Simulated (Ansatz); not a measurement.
Te2Mo:

```
Te Mo
1.0
     3.51820    0.00000    0.00000
    -1.75910    3.04685    0.00000
     0.00000    0.00000   13.97360
Te Mo
4 2
Direct
  0.66667 0.33333 0.37900
  0.33333 0.66667 0.87900
  0.66667 0.33333 0.12100
  0.33333 0.66667 0.62100
  0.66667 0.33333 0.75000
  0.33333 0.66667 0.25000
```

Base run:

```yaml
Program: Ansatz 0.2.0
Functional: r2SCAN
Potentials_or_basis: Ansatz PAW
Cutoff: "500 eV (not typed: the program's choice for these potentials)"
k_mesh: 9 × 9 × 2
Occupations: fermi-dirac, width 0.05 eV
Spin: no spin polarisation
```

Its results: band gap on the k mesh 0.89 eV, indirect (least direct gap 1.13 eV); pressure 2.2 GPa; largest force 0.078 eV/Å.

The run is repeated on the same cell with these changes: functional from r2SCAN to LDA; cutoff from 500 eV (not typed: the program's choice for these potentials) to 420 eV (not typed: the program's choice for these potentials). What comes out?

Band gap on the k mesh 0.76 eV, indirect (least direct gap 1.03 eV); pressure -3.0 GPa; largest force 0.293 eV/Å.

r2SCAN gives the wider gap, since meta-GGAs in the generalised Kohn-Sham scheme recover part of the derivative discontinuity.

Caveats: the k mesh misses the band edges, so the gap on the mesh is wider than the one along the path; spin-orbit coupling is left out, which moves the levels of the heavy elements; the PAW data sets come from PBE, with cores solved anew for the run's functional, which leaves a small shift of forces and pressure.
